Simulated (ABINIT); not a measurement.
# LiF (Pm-3m) in ABINIT: reference runs

Reference runs on LiF: the cell as given.

All numbers are computed with ABINIT 10.8.3 (patched build); they aren't measurements. Logs are shortened: lines on timing, memory, paths and dates and some standing lists are left out, and cuts for length are marked. The log counts tension as positive stress, the text compression.

## Step 1: The crystal as given

It takes space group Pm-3m (No. 221, cubic). Conventional cell: a = 2.560 Å, b = 2.560 Å, c = 2.560 Å, α = 90.00°, β = 90.00°, γ = 90.00°. F (site symmetry m-3m) is surrounded by 8 Li at 2.22 Å. Around Li (site symmetry m-3m) lie 8 F at 2.22 Å.

Measurements of this composition are mostly on another form, of space group No. 225.

## Step 2: Single point, PBE

run.abi

```
# Pseudopotentials
pp_dirpath "./"
pseudos "F.GGA_PBE-JTH.xml, Li.GGA_PBE-JTH.xml"

# Structure
acell 3*1.0
rprim
     4.8368163769     0.0000000000     0.0000000000
     0.0000000000     4.8368163769     0.0000000000
     0.0000000000     0.0000000000     4.8368163769
ntypat 2
znucl 9 3
natom 2
typat 1 2
xcart
     2.4184081885     2.4184081885     2.4184081885
     0.0000000000     0.0000000000     0.0000000000

# Plane-wave basis
ecut 23.0
pawecutdg 45.0
pawxcdev 0

# k points
kptopt 1
ngkpt 10 10 10
nshiftk 1
shiftk 0.0 0.0 0.0

# Exchange and correlation
ixc 11

# Bands and occupations
nband 9
occopt 3
tsmear 0.05 eV

# SCF cycle
nstep 100
tolvrs 1.0e-9

# Output
iomode 3
prtwf 0
prtden 0
prteig 0
prtebands 0
enunit 1
```

Potentials or basis: JTH PAW PBE v2.0.

The run is started by

```sh
> abinit run.abi > log 2>&1
```

run.abo:

```text
.Version 10.8.3 of ABINIT
 Symmetries : space group Pm -3 m (#221); Bravais cP (primitive cubic)
================================================================================
 Values of the parameters that define the memory need of the present run
     intxc =       0    ionmov =       0      iscf =      17    lmnmax =       9
     lnmax =       5     mgfft =      24  mpssoang =       2    mqgrid =    3001
     natom =       2  nloc_mem =       2    nspden =       1   nspinor =       1
    nsppol =       1      nsym =      48    n1xccc =       1    ntypat =       2
    occopt =       3   xclevel =       2
       mpw =         611          nfft =       13824          nkpt =          56
 PAW method is used; the additional fine FFT grid is defined by:
   mgfftf=        30    nfftf =     27000
================================================================================
================================================================================

--------------------------------------------------------------------------------
------------- Echo of variables that govern the present computation ------------
--------------------------------------------------------------------------------
 -outvars: echo values of preprocessed input variables --------
            acell      1.0000000000E+00  1.0000000000E+00  1.0000000000E+00 Bohr
              amu      1.89984032E+01  6.94100000E+00
             ecut      2.30000000E+01 Hartree
           enunit           1
                       outvar_i_n : Printing only first  50 k-points.
              ixc          11
                       outvar_i_n : Printing only first  50 k-points.
         kptrlatt       10    0    0      0   10    0      0    0   10
          kptrlen      4.83681638E+01
            natom           2
            nband           9
            ngfft          24      24      24
          ngfftdg          30      30      30
             nkpt          56
            nstep         100
             nsym          48
           ntypat           2
                       prtocc : prtvol=0, do not print more k-points.
           occopt           3
        pawecutdg      4.50000000E+01 Hartree
         pawxcdev           0
           prtden           0
        prtebands           0
           prteig           0
            prtwf           0
            rprim      4.8368163769E+00  0.0000000000E+00  0.0000000000E+00
                       0.0000000000E+00  4.8368163769E+00  0.0000000000E+00
                       0.0000000000E+00  0.0000000000E+00  4.8368163769E+00
          spgroup         221
           tolvrs      1.00000000E-09
           tsmear      1.83746611E-03 Hartree
            typat      1  2
           useylm           1
                       outvars : Printing only first  50 k-points.
           xangst      1.2797664991E+00  1.2797664991E+00  1.2797664991E+00
                       2.6458910285E-11  2.6458910285E-11  2.6458910285E-11
            xcart      2.4184081885E+00  2.4184081885E+00  2.4184081885E+00
                       5.0000094028E-11  5.0000094028E-11  5.0000094028E-11
             xred      5.0000000001E-01  5.0000000001E-01  5.0000000001E-01
                       1.0337397605E-11  1.0337397605E-11  1.0337397605E-11
            znucl        9.00000    3.00000

================================================================================

 chkinp: Checking input parameters for consistency.

================================================================================
== DATASET  1 ==================================================================

--- !DatasetInfo
iteration_state: {dtset: 1, }
dimensions: {natom: 2, nkpt: 56, mband: 9, nsppol: 1, nspinor: 1, nspden: 1, mpw: 611, }
cutoff_energies: {ecut:  23.0, pawecutdg:  45.0, }
electrons: {nelect:   1.00000000E+01, charge:   0.00000000E+00, occopt:   3.00000000E+00, tsmear:   1.83746611E-03, }
meta: {optdriver: 0, ionmov: 0, optcell: 0, iscf: 17, paral_kgb: 0, }
...

 Exchange-correlation functional for the present dataset will be:
  GGA: Perdew-Burke-Ernzerhof functional - ixc=11
  J.P.Perdew, K.Burke, M.Ernzerhof, PRL 77, 3865 (1996)

 Real(R)+Recip(G) space primitive vectors, cartesian coordinates (Bohr,Bohr^-1):
 R(1)=  4.8368164  0.0000000  0.0000000  G(1)=  0.2067476  0.0000000  0.0000000
 R(2)=  0.0000000  4.8368164  0.0000000  G(2)=  0.0000000  0.2067476  0.0000000
 R(3)=  0.0000000  0.0000000  4.8368164  G(3)=  0.0000000  0.0000000  0.2067476
 Unit cell volume ucvol=  1.1315632E+02 bohr^3
 Angles (23,13,12)=  9.00000000E+01  9.00000000E+01  9.00000000E+01 degrees

 Coarse grid specifications (used for wave-functions):

 getcut: wavevector=  0.0000  0.0000  0.0000  ngfft=  24  24  24
         ecut(hartree)=     23.000   => boxcut(ratio)=   2.29838

 getcut : COMMENT -
  Note that boxcut > 2.2 ; recall that boxcut=Gcut(box)/Gcut(sphere) = 2
  is sufficient for exact treatment of convolution.
  Such a large boxcut is a waste : you could raise ecut
  e.g. ecut=   30.374773 Hartrees makes boxcut=2

 Fine grid specifications (used for densities):

 getcut: wavevector=  0.0000  0.0000  0.0000  ngfft=  30  30  30
         ecut(hartree)=     45.000   => boxcut(ratio)=   2.05395

--- Pseudopotential description ------------------------------------------------
- pspini: atom type   1  psp file is ./F.GGA_PBE-JTH.xml
 Pseudopotential format is: paw10
 basis_size (lnmax)=  4 (lmn_size=  8), orbitals=   0   0   1   1
 Spheres core radius: rc_sph= 1.40288605
 Shapefunction is SIN type: shapef(r)=[sin(pi*r/rshp)/(pi*r/rshp)]**2
 Radius for shape functions =  1.20455331
 Compensation charge density is not taken into account in XC energy/potential

- pspini: atom type   2  psp file is ./Li.GGA_PBE-JTH.xml
 Pseudopotential format is: paw10
 basis_size (lnmax)=  5 (lmn_size=  9), orbitals=   0   0   0   1   1
 Spheres core radius: rc_sph= 1.60264751
 Shapefunction is BESSEL type: shapef(r,l)=aa(1,l)*jl(q(1,l)*r)+aa(2,l)*jl(q(2,l)*r)
 Radius for shape functions =  1.30023672
 Compensation charge density is not taken into account in XC energy/potential

   1.14382679E+02                                ecore*ucvol(ha*bohr**3)
--------------------------------------------------------------------------------

================================================================================

--- !BeginCycle
iteration_state: {dtset: 1, }
solver: {iscf: 17, nstep: 100, nline: 4, wfoptalg: 10, }
tolerances: {tolvrs: 1.00E-09, }
...

     iter   Etot(hartree)      deltaE(h)  residm     nres2
 ETOT  1  -31.928107269256    -3.193E+01 1.363E+00 6.258E+00
 ETOT  2  -32.027565480456    -9.946E-02 3.095E-02 3.357E+00
 ETOT  3  -32.023406133803     4.159E-03 5.308E-03 2.697E-01
 ETOT  4  -32.023205012452     2.011E-04 3.523E-03 1.881E-02
 ETOT  5  -32.023235774428    -3.076E-05 3.079E-04 5.713E-04
 ETOT  6  -32.023238155406    -2.381E-06 3.576E-04 2.163E-05
 ETOT  7  -32.023238200098    -4.469E-08 2.442E-04 6.274E-07
 ETOT  8  -32.023238204432    -4.334E-09 1.861E-04 1.009E-07
 ETOT  9  -32.023238204459    -2.749E-11 1.955E-04 4.720E-10

 At SCF step    9       nres2   =  4.72E-10 < tolvrs=  1.00E-09 =>converged.

 Cartesian components of stress tensor (hartree/bohr^3)
  sigma(1 1)=  1.34405634E-05  sigma(3 2)=  0.00000000E+00
  sigma(2 2)=  1.34405634E-05  sigma(3 1)=  0.00000000E+00
  sigma(3 3)=  1.34405634E-05  sigma(2 1)=  0.00000000E+00

--- !ResultsGS
iteration_state: {dtset: 1, }
comment   : Summary of ground state results
lattice_vectors:
- [  4.8368164,   0.0000000,   0.0000000, ]
- [  0.0000000,   4.8368164,   0.0000000, ]
- [  0.0000000,   0.0000000,   4.8368164, ]
lattice_lengths: [   4.83682,    4.83682,    4.83682, ]
lattice_angles: [ 90.000,  90.000,  90.000, ] # degrees, (23, 13, 12)
lattice_volume:   1.1315632E+02
convergence: {deltae: -2.749E-11, res2:  4.720E-10, residm:  1.955E-04, diffor: null, }
etotal    :  -3.20232382E+01
entropy   :   0.00000000E+00
fermie    :   1.14015728E-01
cartesian_stress_tensor: # hartree/bohr^3
- [  1.34405634E-05,   0.00000000E+00,   0.00000000E+00, ]
- [  0.00000000E+00,   1.34405634E-05,   0.00000000E+00, ]
- [  0.00000000E+00,   0.00000000E+00,   1.34405634E-05, ]
pressure_GPa:  -3.9544E-01
xred      :
- [  5.0000E-01,   5.0000E-01,   5.0000E-01,  F]
- [  1.0337E-11,   1.0337E-11,   1.0337E-11, Li]
cartesian_forces: # hartree/bohr
- [ -0.00000000E+00,  -0.00000000E+00,  -0.00000000E+00, ]
- [ -0.00000000E+00,  -0.00000000E+00,  -0.00000000E+00, ]
force_length_stats: {min:   0.00000000E+00, max:   0.00000000E+00, mean:   0.00000000E+00, }
...

 Integrated electronic density in atomic spheres:
 ------------------------------------------------
 Atom  Sphere_radius  Integrated_density
    1        1.40289          5.69041003
    2        1.60265          2.04785332

================================================================================

 ----iterations are completed or convergence reached----

 Mean square residual over all n,k,spin=   74.026E-08; max=  19.553E-05
 reduced coordinates (array xred) for    2 atoms
       0.500000000010      0.500000000010      0.500000000010
       0.000000000010      0.000000000010      0.000000000010
 rms dE/dt=  0.0000E+00; max dE/dt=  0.0000E+00; dE/dt below (all hartree)
    1       0.000000000000      0.000000000000      0.000000000000
    2       0.000000000000      0.000000000000      0.000000000000

 cartesian coordinates (angstrom) at end:
    1      1.27976649914720     1.27976649914720     1.27976649914720
    2      0.00000000002646     0.00000000002646     0.00000000002646

 cartesian forces (hartree/bohr) at end:
    1     -0.00000000000000    -0.00000000000000    -0.00000000000000
    2     -0.00000000000000    -0.00000000000000    -0.00000000000000
 frms,max,avg= 0.0000000E+00 0.0000000E+00   0.000E+00  0.000E+00  0.000E+00 h/b

 cartesian forces (eV/Angstrom) at end:
    1     -0.00000000000000    -0.00000000000000    -0.00000000000000
    2     -0.00000000000000    -0.00000000000000    -0.00000000000000
 frms,max,avg= 0.0000000E+00 0.0000000E+00   0.000E+00  0.000E+00  0.000E+00 e/A
 length scales=  1.000000000000  1.000000000000  1.000000000000 bohr
              =  0.529177210544  0.529177210544  0.529177210544 angstroms
 Fermi (or HOMO) energy (eV) =   3.10253   Average Vxc (eV)=  -9.60694
 Eigenvalues (   eV  ) for nkpt=  56  k points:
 kpt#   1, nband=  9, wtk=  0.00100, kpt=  0.0000  0.0000  0.0000 (reduced coord)
 -43.53939  -21.51372   -1.38353   -1.38353   -1.38353    6.76239   18.20618   18.20618
  20.15509
 prteigrs : prtvol=0 or 1, do not print more k-points.

--- !EnergyTerms
iteration_state     : {dtset: 1, }
comment             : Components of total free energy in Hartree
kinetic             :  1.12180484162100E+01
hartree             :  8.26409879620398E+00
xc                  : -4.07443350302418E+00
Ewald energy        : -2.04932903281010E+01
psp_core            :  1.01083777230314E+00
local_psp           : -2.45005602871043E+01
PAW spherical_terms : -3.44794814436154E+00
internal            : -3.20232472778739E+01
'-kT*entropy'       :  7.83294257490862E-16
total_energy        : -3.20232472778739E+01
total_energy_eV     : -8.71396950528787E+02
...

--- !EnergyTermsDC
iteration_state     : {dtset: 1, }
comment             : '"Double-counting" decomposition of free energy'
band_energy         : -5.27368166745741E+00
Ewald energy        : -2.04932903281010E+01
psp_core            :  1.01083777230314E+00
xc_dc               : -7.05985811113679E+00
PAW spherical_terms : -2.07245870067188E-01
internal            : -3.20232382044593E+01
'-kT*entropy'       :  7.83294257490862E-16
total_energy_dc     : -3.20232382044593E+01
total_energy_dc_eV  : -8.71396703628596E+02
...

--- !EnergyTermsWithPAWCore
iteration_state     : {dtset: 1, }
comment             : 'Components of total free energy, including PAW core contributions'
Total energy        : -1.07525814953685E+02
Total energy DC     : -1.07525805880271E+02
Total energy (eV)   : -2.92592648211861E+03
Total energy DC (eV): -2.92592623521842E+03
...

 Cartesian components of stress tensor (hartree/bohr^3)
  sigma(1 1)=  1.34405634E-05  sigma(3 2)=  0.00000000E+00
  sigma(2 2)=  1.34405634E-05  sigma(3 1)=  0.00000000E+00
  sigma(3 3)=  1.34405634E-05  sigma(2 1)=  0.00000000E+00

-Cartesian components of stress tensor (GPa)         [Pressure= -3.9544E-01 GPa]
- sigma(1 1)=  3.95435027E-01  sigma(3 2)=  0.00000000E+00
- sigma(2 2)=  3.95435027E-01  sigma(3 1)=  0.00000000E+00
- sigma(3 3)=  3.95435027E-01  sigma(2 1)=  0.00000000E+00

== END DATASET(S) ==============================================================
================================================================================

 -outvars: echo values of variables after computation  --------
            acell      1.0000000000E+00  1.0000000000E+00  1.0000000000E+00 Bohr
           etotal     -3.2023238204E+01
            fcart     -0.0000000000E+00 -0.0000000000E+00 -0.0000000000E+00
                      -0.0000000000E+00 -0.0000000000E+00 -0.0000000000E+00
            rprim      4.8368163769E+00  0.0000000000E+00  0.0000000000E+00
                       0.0000000000E+00  4.8368163769E+00  0.0000000000E+00
                       0.0000000000E+00  0.0000000000E+00  4.8368163769E+00
           strten      1.3440563370E-05  1.3440563370E-05  1.3440563370E-05
                       0.0000000000E+00  0.0000000000E+00  0.0000000000E+00
           xangst      1.2797664991E+00  1.2797664991E+00  1.2797664991E+00
                       2.6458910285E-11  2.6458910285E-11  2.6458910285E-11
             xred      5.0000000001E-01  5.0000000001E-01  5.0000000001E-01
                       1.0337397605E-11  1.0337397605E-11  1.0337397605E-11
 Calculation completed.
```

Wall time 8.1 s (1 thread of Arm Neoverse V2, shared host); peak memory 0.08 GiB.

Results:

| Item | Value |
| --- | --- |
| Free energy | -871.3967 eV |
| Pressure | -0.4 GPa |
| Band gap on the k mesh | 7.48 eV, indirect (least direct gap 8.15 eV) |
| Valence electrons inside the program's atomic spheres | F 5.69; Li 2.05 |

Levels at points of the mesh, in eV from the valence-band top:
```
           k point  band 3  band 4  band 5  band 6  band 7  band 8
(0.00, 0.00, 0.00)   -0.67   -0.67   -0.67    7.48   18.92   18.92
(0.50, 0.00, 0.00)   -3.66   -0.27   -0.27    9.11   13.99   20.26
(0.50, 0.50, 0.00)   -3.24   -3.24    0.00   13.35   13.64   13.64
(0.50, 0.50, 0.50)   -2.24   -2.24   -2.24   11.12   11.12   11.12
```

A k mesh can miss the band edges.
